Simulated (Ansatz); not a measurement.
# Rh: enthalpy against pressure

Rh, P6_3/mmc, a = 2.704 Å, c = 4.349 Å. This isn't the element's structure at ambient conditions. Ansatz: r2SCAN, PAW, 500 eV, Γ-centred 18×18×10 mesh on 2 atoms, Gaussian smearing 0.10 eV; no spin polarisation. Cell and atoms are relaxed at each pressure, and no other structure is tried, so the rows at high pressure may lie past a change of phase. y is the enthalpy over the state at zero pressure; there V0 = 13.764 Å³/atom. The pressures are the targets, met within 0.04 GPa.

| P (GPa) | y (eV/atom) |
| --- | --- |
| -1.0 | -0.0860 |
| 0.0 | 0.0000 |
| 1.0 | 0.0857 |
| 4.0 | 0.3411 |
| 12.0 | ? |
| 25.0 | 2.0651 |
| 50.0 | 4.0036 |
| 90.0 | 6.9208 |

Fit y = c1 P + c2 P² + c3 P³ to the other rows, say what c1 and c2 mean, and predict the missing value.

Least squares on the rows shown. y = 0.085601 P − 0.00012804 P² + 3.4820×10⁻⁷ P³. Since dH/dP = V, c1 is V0: 0.085601 eV/GPa × 160.2 = 13.713 Å³ against 13.764; c2 = −V0/(2B0) gives B0 = 334 GPa, where a Birch–Murnaghan fit to the volumes of the same runs (not shown) gives 280 GPa: a cubic over this range folds the higher terms into c2. At P = 12.0 the fit asked for gives 1.0094 eV/atom. The run gave 1.0102 eV/atom, so the fit is 0.0008 eV/atom too low, 0.011 % of the span of the series, against an rms of 0.0004 eV/atom on the fitted rows. With a term in P⁴ added, a fit to the same known rows predicts 1.0103 eV/atom, so most of the miss is curvature that the known rows already hold.